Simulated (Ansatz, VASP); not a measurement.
# SnSe: VASP beside Ansatz

Contents of INCAR:

```
PREC = Accurate
ENCUT = 520
EDIFF = 1E-6
ISMEAR = 0
SIGMA = 0.05
LREAL = F
LASPH = T
NELM = 60
ALGO = Normal
ISIF = 2
LWAVE = F
LCHARG = T
GGA = PS
LELF = T
LVHAR = T
NBANDS = 17
```

The input KPOINTS:

```
regular mesh
0
Gamma
  8 8 8
```

The input POSCAR:

```
SnSe
1.0
    0.0000000000      3.0100000000      3.0702000000
    3.0100000000      0.0000000000      3.0702000000
    3.0100000000      3.0100000000      0.0000000000
Sn Se
1 1
Direct
    0.0000000000      0.0000000000      0.0000000000
    0.5000000000      0.5000000000      0.5000000000
```

Input for Ansatz:

```yaml
crystal:
  lattice:
    - [0.0, 3.01, 3.0702]
    - [3.01, 0.0, 3.0702]
    - [3.01, 3.01, 0.0]
  atoms:
    - { symbol: Sn, position: [0.0, 0.0, 0.0] }
    - { symbol: Se, position: [0.5, 0.5, 0.5] }
basis:
  ecutwfc: 420
kpoints:
  mp_grid: { grid: [8, 8, 8] }
hamiltonian:
  xc: pbesol
scf:
  occupations: { method: gaussian, width: 0.05 }
output:
  forces: true
  stress: true
  eigenvalues: true
```

Change from the starting cell: strain +0.0200 x Voigt [0, 0, 1, 0, 0, 0], atoms carried along.

Alike in both runs: task single point; functional PBEsol; k mesh 8 × 8 × 8; occupations gaussian, width 0.05 eV; no spin polarisation.

|  | VASP | Ansatz |
| --- | --- | --- |
| version | VASP 6.6.1 | Ansatz 0.2.0 |
| potentials or method | VASP PAW PBE potentials, release 64 (Sn_d, Se) | scalar-relativistic, plane waves, PAW |
| plane-wave cutoff (eV) | 520 | 420 |
| valence electrons in the cell | 20 | 30 |

VASP gave:

* gap on the k mesh at the Fermi level (eV): 0.58
* least direct gap on the mesh (eV): 0.58
* pressure (GPa): -2.8
* largest component of the traceless stress (GPa): 1.32

**Question.** What did Ansatz give for the same quantities?

**Answer.** gap on the k mesh at the Fermi level (eV): 0.57; least direct gap on the mesh (eV): 0.57; pressure (GPa): -2.8; largest component of the traceless stress (GPa): 1.32.

The two sets of potentials don't hold the same shells in valence.

Caveats: the PAW data sets were made with another functional, which shifts forces and pressure a little (VASP); spin-orbit coupling is left out, which moves the levels of the heavy elements. A k mesh can miss the band edges.
